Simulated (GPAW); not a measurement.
Crystal: Li2S.

```xyz
3
Lattice="0.0000 2.8445 2.8445 2.8445 0.0000 2.8445 2.8445 2.8445 0.0000" Properties=species:S:1:pos:R:3 pbc="T T T"
S     0.0000    0.0000    0.0000
Li    4.2668    4.2668    4.2668
Li    1.4223    1.4223    1.4223
```

Base run:

| Property | Result |
| --- | --- |
| Program | GPAW 26.7.0 |
| Functional | TB-mBJ |
| Potentials or basis | GPAW PAW data sets for LDA (gpaw-data 1.2.1) |
| Cutoff | 800 eV |
| Basis | pw |
| k mesh | 8 × 8 × 8 |
| Occupations | fermi-dirac, width 0.05 eV |
| Spin | no spin polarisation |

Its results: band gap on the k mesh 4.77 eV, indirect (least direct gap 5.68 eV).

Task: The run is repeated on the same cell with these changes: functional from TB-mBJ to LDA; potentials or basis from GPAW PAW data sets for LDA (gpaw-data 1.2.1) to the program's PAW data sets (release 1.2.1) made for this functional. What comes out?

Result: Band gap on the k mesh 3.16 eV, indirect (least direct gap 4.06 eV).

Caveats: a model potential gives levels but no total energy (some runs).
